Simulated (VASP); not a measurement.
# HC10 in VASP: a series of runs, part 2 of 2

VASP 6.6.1. Earlier steps stand in the parts before.

### 3 Single point, PBE

INCAR

```
SYSTEM = HC10
PREC = Accurate ; ENCUT = 520
EDIFF = 1E-7 ; ISMEAR = -1
SIGMA = 0.05 ; LREAL = Auto
LASPH = .True. ; NELM = 100
ALGO = Fast ; ISIF = 2
LWAVE = .False. ; LCHARG = .False.
GGA = PE ; NBANDS = 58
```

KPOINTS

```
Automatic mesh
0
Gamma
  2 2 1
  0 0 0
```

POSCAR

```
HC10
1.0
    7.3980000000      0.0000000000      0.0000000000
   -3.6990000000      6.4068560000      0.0000000000
    0.0000000000      0.0000000000     12.0000000000
C H
20 2
Direct
    0.0062159076      0.0142971841      0.1089750000
    0.2219777986      0.1206520015      0.0724416667
    0.0022767515      0.3362647764      0.0763916667
    0.2156376217      0.4590395039      0.0595166667
    0.0158037805      0.6917589532      0.0852750000
    0.2247513385      0.7977859968      0.0531833333
    0.3465501736      0.0201346807      0.0610916667
    0.5735831806      0.1275664694      0.0686333333
    0.3248210131      0.3256355379      0.0628333333
    0.5547695165      0.4371410876      0.0820500000
    0.3365686687      0.6817072211      0.0460416667
    0.5535880958      0.7836292871      0.0545083333
    0.6833726248      0.0050258660      0.0606750000
    0.8946259858      0.1140965241      0.0917250000
    0.6760454347      0.3441157410      0.0855166667
    0.9092118657      0.4663285705      0.0733500000
    0.6405095741      0.6511462096      0.1014500000
    0.9059504393      0.7905437550      0.1285416667
    0.8490549280      0.7506646005      0.2497500000
    0.6372434303      0.6351789396      0.2445750000
    0.9501690543      0.7928225638      0.3197750000
    0.5251988518      0.6161992715      0.3081916667
```

Potentials or basis: VASP PAW PBE potentials, release 64 (C, H).

The run is started by

```bash
$ cat potpaw_PBE.64/C/POTCAR potpaw_PBE.64/H/POTCAR > POTCAR
$ mpirun -np 1 vasp_std > vasp.out
```

OUTCAR:

```text
SYSTEM = HC10
   PREC = Accurate
   ENCUT = 520
   EDIFF = 1E-7
   ISMEAR = -1
   LREAL = Auto
   LASPH = .True.
   NELM = 100
   ISIF = 2
   GGA = PE

 ion  position               nearest neighbor table
   1  0.006  0.014  0.109-  14 1.37   2 1.45  18 1.46
   2  0.222  0.121  0.072-   9 1.32   1 1.45   7 1.45
   3  0.002  0.336  0.076-   4 1.39  14 1.44  16 1.44
   4  0.216  0.459  0.060-   3 1.39  11 1.44   9 1.56
   5  0.016  0.692  0.085-   6 1.39  18 1.43  16 1.45
[... 461 lines left out ...]
  Total       -0.7206899      5.5358850     -3.5061619      0.4535450      1.7926603     -1.0369881
  in kB       -2.0301048     15.5939847     -9.8764760      1.2775869      5.0497288     -2.9210826
  external PRESSURE =       1.2291346 kB  Pullay stress =       0.0000000 kB

 VOLUME and BASIS-vectors are now :
 -----------------------------------------------------------------------------
  energy-cutoff  :      520.00
  volume of cell :      568.78
      direct lattice vectors                 reciprocal lattice vectors
     7.398000000  0.000000000  0.000000000     0.135171668  0.078041398  0.000000000
    -3.699000000  6.406856000  0.000000000     0.000000000  0.156082796  0.000000000
     0.000000000  0.000000000 12.000000000     0.000000000  0.000000000  0.083333333

 POSITION                                       TOTAL-FORCE (eV/Angst)
 -----------------------------------------------------------------------------------
     -0.00690      0.09160      1.30770         1.368577      0.349130     -2.141471
      1.19590      0.77300      0.86930         0.487016     -2.908721      1.409814
     -1.22700      2.15440      0.91670        -0.502433      2.812897     -1.005924
     -0.10270      2.94100      0.71420         4.198544     -2.221589      0.383945
     -2.44190      4.43200      1.02330         1.376809     -3.494191     -1.683906
     -1.28830      5.11130      0.63820         2.328033      0.401110      0.725805
[... 14 lines left out ...]
      4.09670      5.07950      3.83730         0.630048      0.445702      0.805019
      1.60610      3.94790      3.69830        -0.330382     -0.726408     -0.026243
 -----------------------------------------------------------------------------------
    total drift:                                0.003247     -0.027909     -0.005022

  FREE ENERGIE OF THE ION-ELECTRON SYSTEM (eV)
  ---------------------------------------------------
  free  energy   TOTEN  =      -184.2243521258 eV

  energy  without entropy=     -184.2165968729  energy(sigma->0) =     -184.22047450
```

OSZICAR:

```text
N       E                     dE             d eps       ncg     rms          rms(c)
DAV:   1     0.644320363083E+03    0.64432E+03   -0.33547E+04   464   0.113E+03
DAV:   2    -0.965723886575E+02   -0.74089E+03   -0.71253E+03   694   0.273E+02
DAV:   3    -0.194541039561E+03   -0.97969E+02   -0.97301E+02   582   0.102E+02
[... 16 lines left out ...]
RMM:  20    -0.184224341335E+03   -0.12609E-04   -0.48490E-06   594   0.517E-03    0.971E-04
RMM:  21    -0.184224348560E+03   -0.72245E-05   -0.17081E-06   527   0.296E-03    0.527E-04
RMM:  22    -0.184224351037E+03   -0.24774E-05   -0.71298E-07   501   0.182E-03    0.379E-04
RMM:  23    -0.184224352040E+03   -0.10024E-05   -0.27195E-07   466   0.116E-03    0.115E-04
RMM:  24    -0.184224352126E+03   -0.86170E-07   -0.73728E-08   406   0.682E-04
   1 F= -.18422435E+03 E0= -.18422047E+03  d E =-.775525E-02
```

stdout:

```text
POSCAR found type information on POSCAR C H
 POSCAR found :  2 types and      22 ions
 scaLAPACK will be used
 LDA part: xc-table for (Slater+PW92), standard interpolation
 POSCAR, INCAR and KPOINTS ok, starting setup
 FFT: planning ... GRIDC
 FFT: planning ... GRID_SOFT
 FFT: planning ... GRID
 WAVECAR not read
 entering main loop
```

Wall time 3.1 min (1 thread of Intel Xeon 6975P-C (Granite Rapids), shared host); peak memory 0.6 GiB.

What came out:

* Free energy: -184.2244 eV
* Largest force: 6.587 eV/Å
* Band gap on the k mesh: 0.33 eV, direct

Forces in eV/Å, atoms in the order of the input:
```
C    1.369  0.349 -2.141
C    0.487 -2.909  1.410
C   -0.502  2.813 -1.006
C    4.199 -2.222  0.384
C    1.377 -3.494 -1.684
C    2.328  0.401  0.726
C    0.671 -0.562  0.508
C   -0.926 -2.449 -1.043
C   -0.063  6.585  0.161
C   -2.087 -1.671 -1.997
C   -2.060 -0.715  0.056
C    1.821  0.366  1.198
C   -3.792 -0.693  1.327
C    0.379  0.815 -0.715
C    1.418  0.794 -0.999
C   -2.776 -0.735  2.058
C    0.464  3.566  2.862
C   -2.107 -1.083  0.175
C   -1.158 -1.495 -0.319
C    0.660  2.619 -1.740
H    0.630  0.446  0.805
H   -0.330 -0.726 -0.026
```

Levels at points of the mesh, in eV from the valence-band top:
```
           k point  band 39  band 40  band 41  band 42  band 43  band 44
(0.00, 0.00, 0.00)    -2.09    -0.78     0.00     0.33     1.70     2.68
(0.50, 0.00, 0.00)    -2.11    -1.88    -0.34     0.70     2.16     2.56
(0.00, 0.50, 0.00)    -2.04    -1.78    -0.94     1.40     2.01     2.09
(0.50, 0.50, 0.00)    -2.12    -1.71    -0.85     1.39     1.95     2.39
```

Caveat: the k mesh is coarse (spacing up to 0.49 Å⁻¹), so the values aren't converged.
